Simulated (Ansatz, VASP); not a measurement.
One calculation of Ir, two programs

```
CELL_PARAMETERS angstrom
0.00000 1.95317 1.95317
1.95317 0.00000 1.95317
1.95317 1.95317 0.00000
ATOMIC_POSITIONS crystal
Ir 0.00000 0.00000 0.00000
```

Change from the starting cell: volume scaled by 1.06.

Alike in both runs: task single point; functional PBE; k mesh 12 × 12 × 12; occupations fermi-dirac, width 0.05 eV; no spin polarisation.

```csv
,VASP,Ansatz
version,VASP 6.6.1,Ansatz 0.2.0
potentials or method,"VASP PAW PBE potentials, release 64 (Ir)",Ansatz PAW
plane-wave cutoff (eV),520,420
valence electrons in the cell,9,17
```

Ansatz gave:

* gap on the k mesh at the Fermi level (eV): none
* pressure (GPa): -9.3

**Question.** Which values does VASP return?

**Answer.** gap on the k mesh at the Fermi level (eV): none; pressure (GPa): -8.9.

A gap of «none» marks a metal or a gap that the smearing closes. The functional is the same, so the differences come from potentials, cutoffs and numerics. The two sets of potentials don't hold the same shells in valence.

Spin-orbit coupling is left out, which matters for the levels of Ir.
